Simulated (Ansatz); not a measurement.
# GaSb (model cell, started as NiAs type): relaxing the cell for a phonon run

Task: relax GaSb (model cell, started as NiAs type) tightly.

Main program and level: Ansatz 0.2.0; DFT r2SCAN, scalar-relativistic, plane waves, PAW; PAW set soft_1.

This is a report of a sequence of runs, with most program output left out.

The structure was built from a prototype and need not be the compound's stable phase.

### Step 1. The starting structure

Symmetry: P6_3/mmc, No. 194, hexagonal system. Conventional cell: a = 3.937 Å, b = 3.937 Å, c = 6.299 Å, α = 90.00°, β = 90.00°, γ = 120.00°. Nearest to Ga lie 6 Sb at 2.77 Å. Nearest to Sb lie 6 Ga at 2.77 Å. Farther neighbours are not listed.

### Step 2. A coarse first look

A quick single point on a coarse mesh tells whether the cell has a gap and how far it is from rest, which sets the k mesh and smearing that follow.

input.yaml

```yaml
crystal:
  lattice:
    - [3.93703, 0.0, 0.0]
    - [-1.96851, 3.40957, 0.0]
    - [0.0, 0.0, 6.29925]
  atoms:
    - { symbol: Ga, position: [0.0, 0.0, 0.0] }
    - { symbol: Ga, position: [0.0, 0.0, 0.5] }
    - { symbol: Sb, position: [0.333333, 0.666667, 0.25] }
    - { symbol: Sb, position: [0.666667, 0.333333, 0.75] }
kpoints:
  mp_grid: { grid: [6, 6, 4] }
hamiltonian:
  xc: r2scan
  pseudopotentials: { kind: paw, azcp: { folder: soft_1 } }
scf:
  occupations: { method: gaussian, width: 0.1 }
output:
  forces: true
  stress: true
  eigenvalues: true
```

Run with:

```
$ ansatz run input.yaml --threads 4 --pin off --max-ram 10240MiB --backend cpu --events-out ev --progress --plain --runs-dir out
```

The job ended after 2.4 s (4 threads of Arm Neoverse V2, shared host; peak memory 0.6 GiB).

Numbers from this step:

| Quantity | Value |
| --- | --- |
| pressure | 10.79 GPa |
| volume per atom | 21.14 Å³ |
| gap on the k-mesh | 0 eV |

The coarse mesh shows no gap and a pressure of 10.8 GPa.

### Step 3. Coarse relaxation

The start is far from rest, so a relaxation with loose tolerances brings it close first.

Changes to input.yaml since step 2:

```diff
@@ -21 +21,6 @@
   eigenvalues: true
+relax:
+  adjacent_minimum: "off"
+  f_tol: 0.05
+  max_steps: 80
+  cell: { stress_tol: 0.5 }
```

It took 14 s on 4 threads; peak memory 0.66 GiB; 53 s of CPU time.

The steps of the relaxation:

```csv
step,energy less that of the first step (eV),largest force component (eV/Å),pressure (GPa),volume (Å³)
1,0.0000,0.0000,10.79,84.56
2,-0.3537,0.0000,1.55,93.94
3,-0.3740,0.0000,0.27,95.43
4,-0.3800,0.0000,0.00,95.68
5,-0.3879,0.0000,0.01,95.44
6*,-0.3916,0.0000,0.03,95.44
```

Relaxation steps marked * repeat the geometry before them on a plane-wave basis chosen anew for their cell, so energy and pressure can jump there.

Forces are held to the 24 operations that the run works with; a distortion that breaks them can't arise in this run.

```csv
"conventional cell, symmetrised",before,after,change
a (Å),3.937,3.979,+1.1 %
b (Å),3.937,3.979,+1.1 %
c (Å),6.299,6.960,+10.5 %
volume (Å³/atom),21.14,23.86,+12.9 %
```

Final coordinates:

```xyz
4
Lattice="3.9791 0.0000 0.0000 -1.9895 3.4460 0.0000 0.0000 0.0000 6.9605" Properties=species:S:1:pos:R:3 pbc="T T T"
Ga    0.0000    0.0000    0.0000
Ga    0.0000    0.0000    3.4802
Sb    0.0000    2.2973    1.7401
Sb    1.9895    1.1487    5.2204
```

Numbers from this step:

```yaml
pressure: 0.02881 GPa
volume_per_atom: 23.86 Å³
```

In this step the volume went from 21.14 to 23.86 Å³/atom.

### Step 4. Bringing the structure to rest

Harmonic phonons are second derivatives at a point where the forces vanish, and they are wanted at zero stress, so atoms and cell are relaxed first.

input.yaml

```yaml
crystal:
  lattice:
    - [3.9790650851, -2.9176e-06, 0.0]
    - [-1.9895300159, 3.4459729058, 0.0]
    - [0.0, 0.0, 6.9604946599]
  atoms:
    - { symbol: Ga, position: [0.0, 0.0, 0.0] }
    - { symbol: Ga, position: [0.0, 0.0, 0.5] }
    - { symbol: Sb, position: [0.3333333333, 0.6666666667, 0.25] }
    - { symbol: Sb, position: [0.6666666667, 0.3333333333, 0.75] }
kpoints:
  mp_grid: { grid: [12, 12, 6] }
hamiltonian:
  xc: r2scan
  pseudopotentials: { kind: paw, azcp: { folder: soft_1 } }
scf:
  occupations: { method: gaussian, width: 0.1 }
output:
  forces: true
  stress: true
  eigenvalues: true
  write_density: true
  write_potential: true
  elf: true
  volumetric_format: npy
relax:
  adjacent_minimum: "off"
  f_tol: 0.005
  max_steps: 80
  cell: { stress_tol: 0.05 }
```

Run time: 36 s. Hardware: 4 threads; peak memory 0.76 GiB.

The steps of the relaxation:

```csv
step,energy less that of the first step (eV),largest force component (eV/Å),pressure (GPa),volume (Å³)
1,0.0000,0.0000,0.01,95.44
2,-0.0003,0.0000,0.00,95.41
3,-0.0004,0.0000,0.01,95.38
4*,-0.0004,0.0000,0.01,95.38
```

Relaxation steps marked * repeat the geometry before them on a plane-wave basis chosen anew for their cell, so energy and pressure can jump there.

Forces are held to the 24 operations that the run works with; a distortion that breaks them can't arise in this run.

```csv
"conventional cell, symmetrised",before,after,change
a (Å),3.979,3.967,-0.3 %
b (Å),3.979,3.967,-0.3 %
c (Å),6.960,6.999,+0.5 %
volume (Å³/atom),23.86,23.84,-0.1 %
```

This step gave:

```yaml
pressure: 0.005545 GPa
volume_per_atom: 23.84 Å³
```

ELF in the ac plane at fractional y = 1.000, with atoms of Ga within 0.2 Å of it. It is the smooth field of the valence electrons, not physical close to the nuclei.

Ten even steps from '_' (0.03) to '@' (0.51), each cell a mean:
```
____--++**++--::--++++++::__
..::==++##**++++**##**++==::
====++##%%%%%%%%%%%%%%**++==
====**##@@@@@@@@@@@@@@##++==
----==##@@@@@@@@@@@@%%**==--
..::--**@@@@%%%%@@@@%%++--..
::::==##@@@@@@@@@@@@%%**--::
====**##@@@@@@@@@@@@@@##++==
====++##@@@@@@@@@@@@%%##++==
::--++**####******####++==--
__..--++**++==--==****++--__
::__::++++==::..--++++==..__
____--++**++--::--++++==::__
::--==++####**++**####++==::
====++##%%%%%%%%%%%%%%**++==
====**##@@@@@@@@@@@@@@##++==
----++##@@@@@@@@@@@@%%**==--
..::--**@@@@@@%%@@@@%%++--::
::::==##@@@@@@@@@@@@%%**--::
====**##@@@@@@@@@@@@%%##++==
====++##%%@@@@@@@@@@%%##++==
----++**######**######++==--
____--++**++----==****++::__
--__::++++==::..--++++==..__
```
Columns run along a (4.0 Å), rows up along c (7.0 Å). Atoms in or near the plane, at fractional coordinates: Ga at (0.00, 0.00), Ga at (0.00, 0.50).

Valence density in the ac plane at fractional y = 1.000, with atoms of Ga within 0.2 Å of it. It is the smooth field of the valence electrons, not physical close to the nuclei.

Ten steps, logarithmic in the rise over the least value, from '0' (0 e/Å³) to '9' (41 e/Å³), each cell a mean:
```
87310000000147
54210000000124
11100000000011
00000000000000
00000000000000
00000000000000
00000000000000
00000000000000
11000000000001
33100000000123
76210000000136
98410000000158
87310000000147
43100000000124
11100000000011
00000000000000
00000000000000
00000000000000
00000000000000
00000000000000
11000000000001
32100000000113
86310000000146
98410000000158
```
Columns run along a (4.0 Å), rows up along c (7.0 Å). Atoms in or near the plane, at fractional coordinates: Ga at (0.00, 0.00), Ga at (0.00, 0.50).

Electrostatic potential energy in the ac plane at fractional y = 1.000, with atoms of Ga within 0.2 Å of it. With pseudopotentials it is smooth inside the atoms' cores, unlike the true potential.

Ten even steps from '0' (1 eV) to '9' (41 eV), each cell a mean:
```
98201222221048
53002222221014
00012222222100
11222211122211
22222111112222
22222100112222
22222110112222
12222211122221
00122222222100
31012222221002
86101222221037
99301223221069
98201223221049
52002222221003
00012222222100
11222211122211
22222111112222
22222100112222
22222110112222
12222211122221
00122222222100
21012222222001
97101222221038
99301223221059
```
Columns run along a (4.0 Å; values clipped at the 3rd and 97th percentile), rows up along c (7.0 Å). Atoms in or near the plane, at fractional coordinates: Ga at (0.00, 0.00), Ga at (0.00, 0.50).

In this step the volume went from 23.86 to 23.84 Å³/atom.

### Step 5. Tight relaxation

Phonons need a cell at rest on their own settings, so the relaxation is repeated with tight tolerances on forces and stress, using the mesh and the filling of the phonon run that follows.

input.yaml

```yaml
crystal:
  lattice:
    - [3.9668307466, -2.9086e-06, 0.0]
    - [-1.9834128544, 3.4353776534, 0.0]
    - [0.0, 0.0, 6.9987587034]
  atoms:
    - { symbol: Ga, position: [0.0, 0.0, 0.0] }
    - { symbol: Ga, position: [0.0, 0.0, 0.5] }
    - { symbol: Sb, position: [0.3333333333, 0.6666666667, 0.25] }
    - { symbol: Sb, position: [0.6666666667, 0.3333333333, 0.75] }
kpoints:
  mp_grid: { grid: [12, 12, 6] }
hamiltonian:
  xc: r2scan
  pseudopotentials: { kind: paw, azcp: { folder: soft_1 } }
scf:
  occupations: { method: methfessel_paxton, width: 0.2 }
output:
  forces: true
  stress: true
  eigenvalues: true
relax:
  adjacent_minimum: "off"
  f_tol: 0.001
  max_steps: 60
  cell: { stress_tol: 0.01 }
```

Run time: 32 s. Hardware: 4 threads; peak memory 0.76 GiB.

The steps of the relaxation:

```csv
step,energy less that of the first step (eV),largest force component (eV/Å),pressure (GPa),volume (Å³)
1,0.0000,0.0000,0.00,95.38
2,0.0000,0.0000,0.00,95.37
3,0.0000,0.0000,0.00,95.36
4*,0.0000,0.0000,0.00,95.36
```

Relaxation steps marked * repeat the geometry before them on a plane-wave basis chosen anew for their cell, so energy and pressure can jump there.

The run keeps the 24 symmetry operations that it works with, so distortions that break them were not tested.

```csv
"conventional cell, symmetrised",before,after,change
a (Å),3.967,3.964,-0.1 %
b (Å),3.967,3.964,-0.1 %
c (Å),6.999,7.009,+0.1 %
volume (Å³/atom),23.84,23.84,-0.0 %
```

The relaxed structure:

```cif
data_structure
_symmetry_space_group_name_H-M 'P 1'
_symmetry_Int_Tables_number 1
_cell_length_a 3.9636
_cell_length_b 3.9636
_cell_length_c 7.0091
_cell_angle_alpha 90.000
_cell_angle_beta 90.000
_cell_angle_gamma 120.000
_cell_volume 95.36
loop_
_atom_site_label
_atom_site_type_symbol
_atom_site_fract_x
_atom_site_fract_y
_atom_site_fract_z
_atom_site_occupancy
Ga1 Ga 0.00000 0.00000 0.00000 1
Ga2 Ga 0.00000 0.00000 0.50000 1
Sb3 Sb 0.33333 0.66667 0.25000 1
Sb4 Sb 0.66667 0.33333 0.75000 1
```

Numbers from this step:

| Item | Value |
| --- | --- |
| pressure | 6.02e-4 GPa |

The forces vanish by symmetry and the pressure is 0.001 GPa, within the tolerances set. The cell now holds 23.84 Å³/atom.

### Step 6. What came out

```yaml
space_group_after_relaxation_within_0p01_a: P6_3/mmc
lattice_constant_a: 3.964 Å
lattice_constant_b: 3.964 Å
lattice_constant_c: 7.009 Å
volume_per_atom: 23.8 Å³
```

In words: The forces vanish by symmetry and the pressure is 0.001 GPa, within the tolerances set. The cell now holds 23.84 Å³/atom. The relaxation keeps the symmetry of its start, so it says nothing on stability against lower symmetry. Spin-orbit coupling is left out, which can matter for the heavy elements here. The starting cell was built on a prototype and not taken from a measurement, so the phase need not exist.

[Logs are printed without paths, hosts, clocks, repeated set-up lines and the standing remarks that a program may print on its own settings, such as how far it seeks lower states.]

[Hosts, paths, dates, database ids (printed as entryN), source tags and the programs' standing remarks are cut or masked in the printed files.]
